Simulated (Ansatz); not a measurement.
# Al in Ansatz: the effect of functional

Al:

```
Al
1.0
     0.00000    1.99744    1.99744
     1.99744    0.00000    1.99744
     1.99744    1.99744    0.00000
Al
1
Direct
  0.00000 0.00000 0.00000
```

The cell isn't the ideal one: volume scaled by 0.96.

Alike in all runs:

| Item | Value |
| --- | --- |
| Program | Ansatz 0.2.0 |
| Task | single point |
| Potentials or basis | Ansatz PAW |
| k mesh | 11 × 11 × 11 |
| Occupations | fermi-dirac, width 0.05 eV |
| Spin | no spin polarisation |

```csv
functional,cutoff,pressure (GPa)
LDA,420 eV (not typed: the program's choice for these potentials),?
r2SCAN,500 eV (not typed: the program's choice for these potentials),0.1
PBE,420 eV (not typed: the program's choice for these potentials),3.0
```

Problem. What does the run with functional LDA give?

Solution. Pressure -0.6 GPa.

Caveats: the PAW data sets come from PBE, with cores solved anew for the run's functional, which leaves a small shift of forces and pressure (some runs).
